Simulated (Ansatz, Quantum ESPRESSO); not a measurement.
Given: the input of a run of Quantum ESPRESSO 7.5 on Mg. 

File pw.in:

```
&CONTROL
  calculation = 'scf'
  prefix = 'pwscf'
  outdir = './tmp'
  pseudo_dir = './pseudo'
  tprnfor = .true.
  tstress = .true.
  disk_io = 'low'
/
&SYSTEM
  ibrav = 0
  celldm(1) = 8
  nat = 4
  ntyp = 1
  ecutwfc = 45
  ecutrho = 360
  nbnd = 28
  occupations = 'smearing'
  smearing = 'fd'
  degauss = 0.00367493
/
&ELECTRONS
  conv_thr = 8d-10
  electron_maxstep = 120
  mixing_beta = 0.5
/
ATOMIC_SPECIES
Mg    24.3050 mg_pbesol_v1.4.uspp.F.UPF
CELL_PARAMETERS alat
  0.7504164248161   0.0000000000000   0.0000000000000
 -0.3752082124081   0.6498796873039   0.0000000000000
  0.0000000000000   0.0000000000000   2.4374778895882
ATOMIC_POSITIONS crystal
Mg     0.6666666667    0.3333333333    0.7500000000
Mg     0.0000000000    0.0000000000    0.5000000000
Mg     0.3333333333    0.6666666667    0.2500000000
Mg     0.0000000000    0.0000000000    0.0000000000
K_POINTS automatic
10 10 3 0 0 0
```

File pp_density.in:

```
&INPUTPP
  prefix = 'pwscf'
  outdir = './tmp'
  filplot = 'density.dat'
  plot_num = 0
/
&PLOT
  nfile = 1
  filepp(1) = 'density.dat'
  iflag = 3
  output_format = 6
  fileout = 'density.cube'
/
```

pp_potential.in

```
&INPUTPP
  prefix = 'pwscf'
  outdir = './tmp'
  filplot = 'potential.dat'
  plot_num = 11
/
&PLOT
  nfile = 1
  filepp(1) = 'potential.dat'
  iflag = 3
  output_format = 6
  fileout = 'potential.cube'
/
```

Potentials or basis: GBRV 1.5 PBEsol.

Command:

```console
$ OMP_NUM_THREADS=1 mpirun -n 2 pw.x -nk 2 -in pw.in > pw.out
$ OMP_NUM_THREADS=1 mpirun -n 1 pp.x -in pp_density.in > pp_density.out
$ OMP_NUM_THREADS=1 mpirun -n 1 pp.x -in pp_potential.in > pp_potential.out
```

Translate it to Ansatz 0.2.0. Potentials or basis there: all-electron LAPW, scalar-relativistic.

As run (cutoffs and basis follow the program's own potentials, and thresholds, step limits or extra output files can differ):

input.yaml

```yaml
crystal:
  lattice:
    - [3.1768261656, 0.0, 0.0]
    - [-1.5884130828, 2.7512121628, 0.0]
    - [0.0, 0.0, 10.31886201]
  atoms:
    - { symbol: Mg, position: [0.6666666667, 0.3333333333, 0.75] }
    - { symbol: Mg, position: [0.0, 0.0, 0.5] }
    - { symbol: Mg, position: [0.3333333333, 0.6666666667, 0.25] }
    - { symbol: Mg, position: [0.0, 0.0, 0.0] }
kpoints:
  mp_grid: { grid: [10, 10, 3] }
scf:
  occupations: { method: fermi_dirac, width: 0.05 }
hamiltonian:
  xc: pbesol
  pseudopotentials: { kind: all_electron, lapw: { basis_error: 0.001 } }
output:
  forces: true
  stress: true
  eigenvalues: true
  populations: true
```

Potentials or basis: all-electron LAPW, scalar-relativistic.

Launch:

```sh
$ ansatz run input.yaml --threads 2 --pin off --max-ram 8192MiB --backend cpu --events-out ev --progress --plain --runs-dir out
```

Both were run:

|  | Quantum ESPRESSO | Ansatz |
| --- | --- | --- |
| Pressure | 0.1 GPa | 0.2 GPa |

Where Ansatz's input types no cutoff or centring, it takes its own default and a Γ-centred mesh.

Pressure is positive in compression.
